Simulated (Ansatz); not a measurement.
In2O3 in the corundum structure, relaxed with r2SCAN in Ansatz. It is trigonal, R-3c (No. 167); a = 5.508 Å, c = 14.563 Å in the conventional setting, 12.75 Å³ an atom. In has 6 O at 2.13–2.26 Å; O has 4 In at 2.13–2.26 Å.

The axes x, y and z are those of this cell:
```
In O
1.0
     2.75382    1.58992    4.85434
    -2.75382    1.58992    4.85434
     0.00000   -3.17984    4.85434
In O
4 6
Direct
  0.85704 0.85704 0.85704
  0.35704 0.35704 0.35704
  0.14296 0.14296 0.14296
  0.64296 0.64296 0.64296
  0.45339 0.04661 0.75000
  0.04661 0.75000 0.45339
  0.54661 0.95339 0.25000
  0.25000 0.54661 0.95339
  0.95339 0.25000 0.54661
  0.75000 0.45339 0.04661
```

Unstrained: PBE gives an indirect gap of 1.221 eV, from k = (0, 0.193, -0.198) to Γ; the least direct gap is 1.271 eV at Γ. r2SCAN gives an indirect gap of 1.798 eV, from k = (0, 0.193, -0.198) to Γ; the least direct gap is 1.836 eV at Γ. HSE06 gives an indirect gap of 2.729 eV, from k = (0, 0.193, -0.198) to Γ; the least direct gap is 2.740 eV at Γ. Least and direct gap differ so little that the kind isn't settled. Meshes: PBE 6×6×6, r2SCAN 6×6×6, HSE06 4×4×4. Strains are changes of length per length. After each strain the atoms were relaxed again with r2SCAN within the symmetry that the strain leaves, so tilts or polar shifts that break it weren't tested; points keep the names that they have in the unstrained zone. Calculated for a static, non-magnetic cell.

Q: Apply isotropic +2.0 % on every length. How far does the gap move, against the unstrained cell?

A: PBE: the gap goes from 1.221 to 0.828 eV (-0.393 eV); the edges go from (0, 0.193, -0.198) → Γ to (0, 0.188, -0.193) → Γ. r2SCAN: the gap goes from 1.798 to 1.388 eV (-0.410 eV); the edges go from (0, 0.193, -0.198) → Γ to (0, 0.188, -0.193) → Γ. HSE06: the gap goes from 2.729 to 2.283 eV (-0.446 eV); the edges go from (0, 0.193, -0.198) → Γ to (0, 0.188, -0.193) → Γ. The r2SCAN energy rises by 24.0 meV an atom.

Q: Estimate what isotropic +1.0 % on every length does to the gap.

A: PBE: the gap goes from 1.221 to 1.021 eV (-0.200 eV); the edges go from (0, 0.193, -0.198) → Γ to Γ–S₀ (0.52) → Γ. r2SCAN: the gap goes from 1.798 to 1.590 eV (-0.208 eV); the edges go from (0, 0.193, -0.198) → Γ to Γ–S₀ (0.52) → Γ. HSE06: the gap goes from 2.729 to 2.503 eV (-0.226 eV); the edges go from (0, 0.193, -0.198) → Γ to Γ–S₀ (0.52) → Γ. The r2SCAN energy rises by 6.2 meV an atom.

Q: Apply isotropic +3.0 % on every length. How far does the gap move, against the unstrained cell?

A: PBE: the gap goes from 1.221 to 0.641 eV (-0.580 eV); the edges go from (0, 0.193, -0.198) → Γ to Γ–S₀ (0.51) → Γ. r2SCAN: the gap goes from 1.798 to 1.192 eV (-0.606 eV); the edges go from (0, 0.193, -0.198) → Γ to Γ–S₀ (0.51) → Γ. HSE06: the gap goes from 2.729 to 2.067 eV (-0.662 eV); the edges go from (0, 0.193, -0.198) → Γ to Γ–S₀ (0.51) → Γ. The r2SCAN energy rises by 52.1 meV an atom.

Q: Apply isotropic -2.0 % on every length. How far does the gap move, against the unstrained cell?

A: PBE: the gap goes from 1.221 to 1.619 eV (+0.398 eV); it turns from indirect ((0, 0.193, -0.198) → Γ) to direct (Γ). r2SCAN: the gap goes from 1.798 to 2.198 eV (+0.400 eV); it turns from indirect ((0, 0.193, -0.198) → Γ) to direct (Γ); least and direct gap lie within 0.04 eV, so its kind isn't settled. HSE06: the gap goes from 2.729 to 3.144 eV (+0.415 eV); it turns from indirect ((0, 0.193, -0.198) → Γ) to direct (Γ); least and direct gap lie within 0.04 eV, so its kind isn't settled. The r2SCAN energy rises by 27.6 meV an atom.

Q: Estimate what isotropic -3.0 % on every length does to the gap.

A: PBE: the gap goes from 1.221 to 1.793 eV (+0.572 eV); it turns from indirect ((0, 0.193, -0.198) → Γ) to direct (Γ). r2SCAN: the gap goes from 1.798 to 2.378 eV (+0.580 eV); it turns from indirect ((0, 0.193, -0.198) → Γ) to direct (Γ); least and direct gap lie within 0.04 eV, so its kind isn't settled. HSE06: the gap goes from 2.729 to 3.345 eV (+0.616 eV); it turns from indirect ((0, 0.193, -0.198) → Γ) to direct (Γ); least and direct gap lie within 0.04 eV, so its kind isn't settled. The r2SCAN energy rises by 64.5 meV an atom.

Q: Apply isotropic -1.0 % on every length. How far does the gap move, against the unstrained cell?

A: PBE: the gap goes from 1.221 to 1.425 eV (+0.204 eV); the edges go from (0, 0.193, -0.198) → Γ to (0.031, 0.031, 0.323) → Γ. r2SCAN: the gap goes from 1.798 to 2.011 eV (+0.213 eV); the edges go from (0, 0.193, -0.198) → Γ to (0.031, 0.031, 0.323) → Γ. HSE06: the gap goes from 2.729 to 2.942 eV (+0.213 eV); it turns from indirect ((0, 0.193, -0.198) → Γ) to direct (Γ); least and direct gap lie within 0.04 eV, so its kind isn't settled. The r2SCAN energy rises by 6.7 meV an atom.

Spin-orbit coupling is left out, which matters wherever the heavy atoms make up the band edges.

Where an edge lies off the special points, it is a point of the mesh or the k point where a search put PBE's edge or least direct gap, reused for the other functionals, whose own edges may lie a little apart.

Coordinates of k points refer to the reciprocal vectors of the primitive cell of the runs.

The meshes of the hybrids are coarse, so their gaps aren't converged to the digits shown.
